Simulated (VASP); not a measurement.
# MnO (P6_3mc) in VASP: further runs

One crystal, MnO, is run at these levels: PBE+U; tasks: single point.

Program: VASP 6.6.1. These are calculated values, not measurements. Logs are shortened: lines on timing, memory, paths and dates and some standing lists are left out, and cuts for length are marked.

## Step 1: The crystal as given

The structure is hexagonal, space group P6_3mc (No. 186). Conventional cell: a = 3.372 Å, b = 3.372 Å, c = 5.385 Å, α = 90.00°, β = 90.00°, γ = 120.00°. Mn (site symmetry 3m) has 4 O at 1.96 to 2.08 Å as nearest neighbours. O (site symmetry 3m) has 4 Mn at 1.96 to 2.08 Å as nearest neighbours.

Measurements of this composition are mostly on another form, of space group No. 225.

## Step 2: Single point, PBE+U, collinear spin, ferromagnetic start

The input, INCAR:

```
  PREC = Accurate
  ENCUT = 520
  EDIFF = 1E-6
  ISMEAR = 0
  SIGMA = 0.05
  LREAL = F
  LASPH = T
  NELM = 150
  ALGO = Normal
  ISIF = 2
  LWAVE = F
  LCHARG = T
  ISPIN = 2
  MAGMOM = 4 4 0 0
  LORBIT = 11
  LMAXMIX = 4
  LDAU = T
  LDAUTYPE = 2
  LDAUL = 2 -1
  LDAUU = 3 0
  LDAUJ = 0 0
  LDAUPRINT = 1
  GGA = PE
  LELF = T
  LVHAR = T
  NBANDS = 31
```

The input, KPOINTS:

```
Automatic mesh
0
Gamma
  6 6 4
```

The input, POSCAR:

```
MnO
1.0
    3.3717001900      0.0000000000      0.0000000000
   -1.6858500900      2.9199780200      0.0000000000
    0.0000000000      0.0000000000      5.3854988200
Mn O
2 2
Direct
    0.3333333333      0.6666666667      0.0109600000
    0.6666666667      0.3333333333      0.5109600000
    0.3333333333      0.6666666667      0.3754700000
    0.6666666667      0.3333333333      0.8754700000
```

Potentials or basis: VASP PAW PBE potentials, release 64 (Mn_pv, O).

Launch:

```sh
$ cat potpaw_PBE.64/Mn_pv/POTCAR potpaw_PBE.64/O/POTCAR > POTCAR
$ mpirun -np 1 vasp_std > vasp.out
```

OUTCAR:

```text
PREC = Accurate
   ENCUT = 520
   EDIFF = 1E-6
   ISMEAR = 0
   LREAL = F
   LASPH = T
   NELM = 150
   ISIF = 2
   ISPIN = 2
   LORBIT = 11
   GGA = PE

 ion  position               nearest neighbor table
   1  0.333  0.667  0.011-   3 1.96   4 2.08   4 2.08   4 2.08
   2  0.667  0.333  0.511-   4 1.96   3 2.08   3 2.08   3 2.08
   3  0.333  0.667  0.375-   1 1.96   2 2.08   2 2.08   2 2.08
   4  0.667  0.333  0.875-   2 1.96   1 2.08   1 2.08   1 2.08

  LATTYP: Found a hexagonal cell.
 ALAT       =     3.3717001900
 C/A-ratio  =     1.5972650344

  Lattice vectors:

 A1 = (   3.3717001900,   0.0000000000,   0.0000000000)
 A2 = (  -1.6858500900,   2.9199780200,   0.0000000000)
 A3 = (   0.0000000000,   0.0000000000,   5.3854988200)

Analysis of symmetry for initial positions (statically):
=====================================================================
 Subroutine PRICEL returns:
 Original cell was already a primitive cell.

 Routine SETGRP: Setting up the symmetry group for a
 hexagonal supercell.

 Subroutine GETGRP returns: Found 12 space group operations
 (whereof  6 operations were pure point group operations)
 out of a pool of 24 trial point group operations.

The static configuration has the point symmetry C_3v.
 The point group associated with its full space group is C_6v.

Analysis of symmetry for dynamics (positions and initial velocities):
=====================================================================
 Subroutine PRICEL returns:
 Original cell was already a primitive cell.

 Routine SETGRP: Setting up the symmetry group for a
 hexagonal supercell.

 Subroutine GETGRP returns: Found 12 space group operations
 (whereof  6 operations were pure point group operations)
 out of a pool of 24 trial point group operations.

The dynamic configuration has the point symmetry C_3v.
 The point group associated with its full space group is C_6v.

Analysis of structural, dynamic, and magnetic symmetry:
=====================================================================
 Subroutine PRICEL returns:
 Original cell was already a primitive cell.

 Routine SETGRP: Setting up the symmetry group for a
 hexagonal supercell.

 Subroutine GETGRP returns: Found 12 space group operations
 (whereof  6 operations were pure point group operations)
 out of a pool of 24 trial point group operations.

The overall configuration has the point symmetry C_3v.
 The point group associated with its full space group is C_6v.

 Subroutine INISYM returns: Found 12 space group operations
 (whereof  6 operations are pure point group operations),
 and found     1 'primitive' translations

----------------------------------------------------------------------------------------

                                     Primitive cell

  volume of cell :      53.0218

  direct lattice vectors                    reciprocal lattice vectors
     3.371700190  0.000000000  0.000000000     0.296586275  0.171234165  0.000000000
    -1.685850090  2.919978020  0.000000000     0.000000000  0.342468331  0.000000000
     0.000000000  0.000000000  5.385498820     0.000000000  0.000000000  0.185683821

[... 160 lines left out ...]
  o =  0.0249  v =  0.0000  0.0000  0.0000  0.0000  0.0000  0.3877 -0.6099  0.0000 -0.4524  0.5226      0.0000  0.0000  0.0000  0.0000  0.0000  0.0000  0.0000  0.0000  0.0000  0.0000
  o =  0.0640  v =  0.0000  0.0000  0.0000  0.0000  0.0000 -0.6099  0.3877 -0.0000 -0.5226  0.4524      0.0000  0.0000  0.0000  0.0000  0.0000  0.0000  0.0000  0.0000  0.0000  0.0000
  o =  0.0640  v =  0.0000  0.0000  0.0000  0.0000  0.0000  0.4524  0.5226  0.0000  0.3877  0.6099      0.0000  0.0000  0.0000  0.0000  0.0000  0.0000  0.0000  0.0000  0.0000  0.0000
  o =  0.0797  v =  0.0000  0.0000  0.0000  0.0000  0.0000 -0.0000  0.0000  1.0000 -0.0000  0.0000      0.0000  0.0000  0.0000  0.0000  0.0000  0.0000  0.0000  0.0000  0.0000  0.0000
  o =  0.9424  v =  0.0000  0.0000  1.0000 -0.0000 -0.0000  0.0000  0.0000  0.0000  0.0000  0.0000      0.0000  0.0000  0.0000  0.0000  0.0000  0.0000  0.0000  0.0000  0.0000  0.0000
  o =  0.9426  v = -0.7174 -0.2678  0.0000  0.3609  0.5323  0.0000  0.0000  0.0000  0.0000  0.0000      0.0000  0.0000  0.0000  0.0000  0.0000  0.0000  0.0000  0.0000  0.0000  0.0000
  o =  0.9426  v = -0.5323  0.3609  0.0000  0.2678 -0.7174  0.0000  0.0000  0.0000  0.0000  0.0000      0.0000  0.0000  0.0000  0.0000  0.0000  0.0000  0.0000  0.0000  0.0000  0.0000
  o =  0.9476  v = -0.3609  0.5323  0.0000 -0.7174  0.2678  0.0000  0.0000  0.0000  0.0000  0.0000      0.0000  0.0000  0.0000  0.0000  0.0000  0.0000  0.0000  0.0000  0.0000  0.0000
  o =  0.9476  v =  0.2678  0.7174 -0.0000  0.5323  0.3609  0.0000  0.0000  0.0000  0.0000  0.0000      0.0000  0.0000  0.0000  0.0000  0.0000  0.0000  0.0000  0.0000  0.0000  0.0000

atom =   2  type =  1  l = 2

 onsite density matrix

spin component  1

  0.9436  0.0000 -0.0000 -0.0020  0.0000
  0.0000  0.9466 -0.0000  0.0000 -0.0020
 -0.0000 -0.0000  0.9424  0.0000  0.0000
 -0.0020  0.0000  0.0000  0.9466 -0.0000
  0.0000 -0.0020  0.0000 -0.0000  0.9436

spin component  2

  0.0475  0.0000 -0.0000 -0.0193 -0.0000
  0.0000  0.0415 -0.0000  0.0000 -0.0193
 -0.0000 -0.0000  0.0797  0.0000  0.0000
 -0.0193  0.0000  0.0000  0.0415 -0.0000
 -0.0000 -0.0193  0.0000 -0.0000  0.0475

 occupancies and eigenvectors

  o =  0.0249  v =  0.0000  0.0000  0.0000  0.0000  0.0000 -0.5226  0.4524 -0.0000 -0.6099  0.3877      0.0000  0.0000  0.0000  0.0000  0.0000  0.0000  0.0000  0.0000  0.0000  0.0000
  o =  0.0249  v =  0.0000  0.0000  0.0000  0.0000  0.0000  0.3877  0.6099  0.0000  0.4524  0.5226      0.0000  0.0000  0.0000  0.0000  0.0000  0.0000  0.0000  0.0000  0.0000  0.0000
  o =  0.0640  v =  0.0000  0.0000  0.0000  0.0000  0.0000 -0.6099 -0.3877 -0.0000  0.5226  0.4524      0.0000  0.0000  0.0000  0.0000  0.0000  0.0000  0.0000  0.0000  0.0000  0.0000
  o =  0.0640  v =  0.0000  0.0000  0.0000  0.0000  0.0000  0.4524 -0.5226  0.0000 -0.3877  0.6099      0.0000  0.0000  0.0000  0.0000  0.0000  0.0000  0.0000  0.0000  0.0000  0.0000
  o =  0.0797  v =  0.0000  0.0000  0.0000  0.0000  0.0000 -0.0000 -0.0000  1.0000  0.0000  0.0000      0.0000  0.0000  0.0000  0.0000  0.0000  0.0000  0.0000  0.0000  0.0000  0.0000
  o =  0.9424  v =  0.0000 -0.0000  1.0000  0.0000 -0.0000  0.0000  0.0000  0.0000  0.0000  0.0000      0.0000  0.0000  0.0000  0.0000  0.0000  0.0000  0.0000  0.0000  0.0000  0.0000
  o =  0.9426  v = -0.7174  0.2678  0.0000 -0.3609  0.5323  0.0000  0.0000  0.0000  0.0000  0.0000      0.0000  0.0000  0.0000  0.0000  0.0000  0.0000  0.0000  0.0000  0.0000  0.0000
  o =  0.9426  v = -0.5323 -0.3609  0.0000 -0.2678 -0.7174  0.0000  0.0000  0.0000  0.0000  0.0000      0.0000  0.0000  0.0000  0.0000  0.0000  0.0000  0.0000  0.0000  0.0000  0.0000
  o =  0.9476  v = -0.3609 -0.5323  0.0000  0.7174  0.2678  0.0000  0.0000  0.0000  0.0000  0.0000      0.0000  0.0000  0.0000  0.0000  0.0000  0.0000  0.0000  0.0000  0.0000  0.0000
  o =  0.9476  v =  0.2678 -0.7174 -0.0000 -0.5323  0.3609  0.0000  0.0000  0.0000  0.0000  0.0000      0.0000  0.0000  0.0000  0.0000  0.0000  0.0000  0.0000  0.0000  0.0000  0.0000

 number of electron      38.0000000 magnetization       9.9999544

 Free energy of the ion-electron system (eV)
  ---------------------------------------------------
  ext. energy  EPLUGINS =         0.00000000
  ---------------------------------------------------
  free energy    TOTEN  =       -31.08528877 eV

  energy without entropy =      -31.08522020  energy(sigma->0) =      -31.08525448

 E-fermi :   5.3757     XC(G=0): -10.5435

 val. band max:        5.3109526088   @ k =   0.0000   0.0000   0.0000
 cond. band min:       5.4286723693   @ k =   0.0000   0.0000   0.0000
 fundamental gap:      0.1177197606
 Fermi energy:         5.3757118776

 spin component 1

 k-point     1 :       0.0000    0.0000    0.0000
  band No.  band energies     occupation
      1     -44.6283      1.00000
      2     -44.6283      1.00000
      3     -44.6242      1.00000
      4     -44.6224      1.00000
      5     -44.6224      1.00000
      6     -44.5870      1.00000
[... 703 lines left out ...]
     30      13.3841      0.00000
     31      18.6110      0.00000
 Fermi energy:         5.3757118776

 spin component 2

 k-point     1 :       0.0000    0.0000    0.0000
  band No.  band energies     occupation
      1     -39.7824      1.00000
      2     -39.7647      1.00000
      3     -39.7647      1.00000
      4     -39.7570      1.00000
      5     -39.7570      1.00000
      6     -39.7314      1.00000
[... 703 lines left out ...]
     30      15.2124      0.00000
     31      19.9062      0.00000

------------------------ aborting loop because EDIFF is reached ----------------------------------------

  FORCE on cell =-STRESS in cart. coord.  units (eV):
  Direction    XX          YY          ZZ          XY          YZ          ZX
  --------------------------------------------------------------------------------------
  -------------------------------------------------------------------------------------
  Total        2.2170800      2.2170800      5.4130924      0.0000000      0.0000000      0.0000000
  in kB       66.9942412     66.9942413    163.5692082      0.0000001      0.0000000      0.0000000
  external PRESSURE =      99.1858969 kB  Pullay stress =       0.0000000 kB

 VOLUME and BASIS-vectors are now :
 -----------------------------------------------------------------------------
  energy-cutoff  :      520.00
  volume of cell :       53.02
      direct lattice vectors                 reciprocal lattice vectors
     3.371700190  0.000000000  0.000000000     0.296586275  0.171234165  0.000000000
    -1.685850090  2.919978020  0.000000000     0.000000000  0.342468331  0.000000000
     0.000000000  0.000000000  5.385498820     0.000000000  0.000000000  0.185683821

 POSITION                                       TOTAL-FORCE (eV/Angst)
 -----------------------------------------------------------------------------------
      0.00000      1.94665      0.05903         0.000000      0.000000     -0.845662
      1.68585      0.97333      2.75177         0.000000      0.000000     -0.845662
      0.00000      1.94665      2.02209        -0.000000      0.000000      0.845662
      1.68585      0.97333      4.71484         0.000000      0.000000      0.845662
 -----------------------------------------------------------------------------------
    total drift:                               -0.000000     -0.000000      0.001134

  FREE ENERGIE OF THE ION-ELECTRON SYSTEM (eV)
  ---------------------------------------------------
  free  energy   TOTEN  =       -31.0852887738 eV

  energy  without entropy=      -31.0852201953  energy(sigma->0) =      -31.08525448

 total charge

# of ion       s       p       d       tot
------------------------------------------
    1        0.243   6.234   4.959  11.436
    2        0.243   6.234   4.959  11.436
    3        1.553   3.482   0.000   5.035
    4        1.553   3.482   0.000   5.035
--------------------------------------------------
tot          3.593  19.432   9.918  32.943

 magnetization (x)

# of ion       s       p       d       tot
------------------------------------------
    1        0.037   0.058   4.456   4.551
    2        0.037   0.058   4.456   4.551
    3        0.015   0.119   0.000   0.134
    4        0.015   0.119   0.000   0.134
--------------------------------------------------
tot          0.103   0.354   8.912   9.369
```

It took 51 s on 1 thread of Intel Xeon Platinum 8488C (Sapphire Rapids), shared host; peak memory 0.22 GiB.

Results:

- Free energy: -31.0853 eV
- Pressure: 9.9 GPa
- Largest force: 0.846 eV/Å
- Band gap on the k mesh: 0.12 eV, direct
- Net moment: 10.00 μB per cell
- Site moments: Mn +4.55; O +0.13 μB
- Valence electrons inside the program's atomic spheres: Mn 11.44; O 5.04

Forces in eV/Å, atoms in the order of the input:
```
Mn   0.000  0.000 -0.846
Mn   0.000  0.000 -0.846
O    0.000  0.000  0.846
O    0.000  0.000  0.846
```

Levels at points of the mesh, in eV from the valence-band top:
Spin up:
| k point | band 21 | band 22 | band 23 | band 24 | band 25 | band 26 | band 27 | band 28 |
| --- | --- | --- | --- | --- | --- | --- | --- | --- |
| (0.00, 0.00, 0.00) | -1.08 | -0.80 | 0.00 | 0.00 | 0.12 | 4.38 | 6.21 | 12.10 |
| (0.50, 0.00, 0.00) | -2.39 | -2.29 | -0.99 | -0.73 | 4.56 | 4.89 | 6.29 | 8.13 |
| (0.00, 0.00, 0.50) | -0.55 | -0.55 | -0.55 | -0.55 | 1.86 | 1.86 | 9.05 | 9.05 |
| (0.50, 0.00, 0.50) | -1.43 | -1.43 | -1.28 | -1.28 | 4.42 | 4.42 | 6.82 | 6.82 |
Spin down:
| k point | band 10 | band 11 | band 12 | band 13 | band 14 | band 15 | band 16 | band 17 | band 18 | band 19 |
| --- | --- | --- | --- | --- | --- | --- | --- | --- | --- | --- |
| (0.00, 0.00, 0.00) | -4.15 | -4.01 | -4.01 | -3.87 | -3.87 | 0.50 | 2.74 | 2.91 | 2.91 | 3.77 |
| (0.50, 0.00, 0.00) | -5.16 | -4.61 | -4.11 | -3.96 | -3.93 | 1.91 | 2.13 | 2.86 | 3.39 | 3.57 |
| (0.00, 0.00, 0.50) | -5.18 | -3.95 | -3.95 | -3.95 | -3.95 | 2.35 | 2.35 | 3.45 | 3.45 | 3.45 |
| (0.50, 0.00, 0.50) | -5.68 | -4.11 | -4.11 | -3.95 | -3.95 | 2.42 | 2.42 | 3.34 | 3.34 | 3.75 |

Eigenvalues of the final occupation matrices:
| site | spin | trace | eigenvalues |
| --- | --- | --- | --- |
| site 1 d | 1 | 4.72 | 0.94 0.94 0.94 0.95 0.95 |
| site 1 d | 2 | 0.26 | 0.02 0.02 0.06 0.06 0.08 |
| site 2 d | 1 | 4.72 | 0.94 0.94 0.94 0.95 0.95 |
| site 2 d | 2 | 0.26 | 0.02 0.02 0.06 0.06 0.08 |

Caveat: only a ferromagnetic start was run, and an antiferromagnetic order may lie lower in energy. A k mesh can miss the band edges.

## Step 3: Single point, PBE+U, collinear spin, antiferromagnetic start

The input, INCAR:

```
SYSTEM = MnO
ALGO     = Normal         ! electronic algorithm
EDIFF    = 1E-6           ! SCF threshold, eV
ENCUT    = 520            ! plane-wave cutoff, eV
GGA      = PE             ! functional
ISIF     = 2              ! what is computed and relaxed
ISMEAR   = 0              ! smearing method
ISPIN    = 2              ! spin polarisation
LASPH    = .True.         ! aspherical terms in the spheres
LCHARG   = .False.        ! write CHGCAR
LDAU     = .True.         ! DFT+U
LDAUJ    = 0 0          
LDAUL    = 2 -1           ! shell
LDAUPRINT= 1            
LDAUTYPE = 2            
LDAUU    = 3 0            ! U, eV
LMAXMIX  = 4              ! l up to which the mixer works
LORBIT   = 11             ! projections on sites
LREAL    = .False.        ! projectors in reciprocal space
LWAVE    = .False.        ! write WAVECAR
MAGMOM   = 4 -4 0 0       ! initial moments
NELM     = 120            ! most SCF steps
PREC     = Accurate       ! precision mode
SIGMA    = 0.05           ! smearing width, eV
```

The input, KPOINTS:

```
k-points
0
Gamma
  6 6 4
  0 0 0
```

POSCAR is that of step 2.

Potentials or basis: VASP PAW PBE potentials, release 64 (Mn_pv, O).

Launch:

```sh
$ cat potpaw_PBE.64/Mn_pv/POTCAR potpaw_PBE.64/O/POTCAR > POTCAR
$ mpirun -np 1 vasp_std > vasp.out
```

Wall time 46 s (1 thread of Intel Xeon Platinum 8488C (Sapphire Rapids), shared host); peak memory 0.21 GiB.

Results (log left out):

| Quantity | Value |
| --- | --- |
| Free energy | -31.3684 eV |
| Pressure | 6.2 GPa |
| Largest force | 0.544 eV/Å |
| Band gap on the k mesh | 0.46 eV, indirect (least direct gap 0.50 eV) |
| Net moment | 0.00 μB per cell |
| Site moments | Mn +4.47, -4.47; O -0.06, +0.06 μB |
| Valence electrons inside the program's atomic spheres | Mn 11.44; O 5.03 |

Forces in eV/Å, atoms in the order of the input:
```
Mn   0.000  0.000 -0.544
Mn   0.000  0.000 -0.544
O    0.000  0.000  0.544
O    0.000  0.000  0.544
```

Stress tensor (GPa, compression positive):
```
4.46 0.00 0.00
0.00 4.46 0.00
0.00 0.00 9.56
```

Levels at points of the mesh, in eV from the valence-band top:
Spin up:
```tsv
k point	band 15	band 16	band 17	band 18	band 19	band 20	band 21	band 22	band 23
(0.00, 0.00, 0.00)	-2.37	-2.37	-0.73	-0.05	-0.05	0.46	4.12	4.12	4.54
(0.50, 0.00, 0.00)	-2.37	-2.29	-1.96	-1.58	-0.82	3.19	3.89	4.21	4.40
(0.00, 0.00, 0.50)	-2.27	-2.27	-0.72	0.00	0.00	2.66	2.78	4.14	4.14
(0.50, 0.00, 0.50)	-2.35	-2.17	-2.02	-0.79	-0.77	3.16	3.90	4.44	4.46
```
Spin down:
| k point | band 17 | band 18 | band 19 | band 20 | band 21 | band 22 |
| --- | --- | --- | --- | --- | --- | --- |
| (0.00, 0.00, 0.00) | -0.73 | -0.05 | -0.05 | 0.46 | 4.12 | 4.12 |
| (0.50, 0.00, 0.00) | -1.96 | -1.58 | -0.82 | 3.19 | 3.89 | 4.21 |
| (0.00, 0.00, 0.50) | -0.72 | 0.00 | 0.00 | 2.66 | 2.78 | 4.14 |
| (0.50, 0.00, 0.50) | -2.02 | -0.79 | -0.77 | 3.16 | 3.90 | 4.44 |

Eigenvalues of the final occupation matrices:
```tsv
site	spin	trace	eigenvalues
site 1 d	1	4.70	0.93 0.94 0.94 0.94 0.94
site 1 d	2	0.30	0.03 0.03 0.07 0.07 0.09
site 2 d	1	0.30	0.03 0.03 0.07 0.07 0.09
site 2 d	2	4.70	0.93 0.94 0.94 0.94 0.94
```

A k mesh can miss the band edges. The state reached can hang on the start; a lower one may exist.

[end of part 1 of 2]
